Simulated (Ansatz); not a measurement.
The system is NbP.

```
Nb P
1.0
    -1.67492    1.67492    5.74011
     1.67492   -1.67492    5.74011
     1.67492    1.67492   -5.74011
Nb P
2 2
Cartesian
  1.6749 0.0000 2.8687
  0.0000 0.0000 5.7387
  0.0000 1.6749 3.8200
  0.0000 0.0000 0.9500
```

The cell is a database's computed one.

```yaml
Program: Ansatz 0.2.0
Task: relaxation of cell and atoms
Functional: PBE
Dispersion: D4
Potentials_or_basis: Ansatz PAW
Cutoff: "420 eV (not typed: the program's choice for these potentials)"
k_mesh: 11 × 11 × 11
Occupations: fermi-dirac, width 0.05 eV
Spin: no spin polarisation
```

At the start: volume 16.10 Å³/atom.

Question: How do energy, volume and symmetry change on relaxing?

Answer: It ends after 5 steps and the volume is 15.67 Å³/atom (-2.7 %); space group I4_1md (No. 109, to 0.05 Å).

Step by step:
```tsv
step	energy change (eV)	largest force (eV/Å)	volume (Å³)
1	0.0000	0.0160	64.41
2	-0.0135	0.0146	61.49
3	-0.0286	0.0014	62.72
4	-0.0286	0.0006	62.68
5	-0.0284	0.0006	62.68
```

Final structure:
```
Nb P
1.0
    -1.66355    1.66355    5.66196
     1.66355   -1.66355    5.66196
     1.66355    1.66355   -5.66196
Nb P
2 2
Direct
  0.25015 0.75015 0.50000
  0.50015 0.50015 0.00000
  0.83248 0.33248 0.50000
  0.08248 0.08248 0.00000
```

Caveat: the plane-wave basis is chosen anew once the cell has moved, so the energies of steps on either side of that aren't comparable.
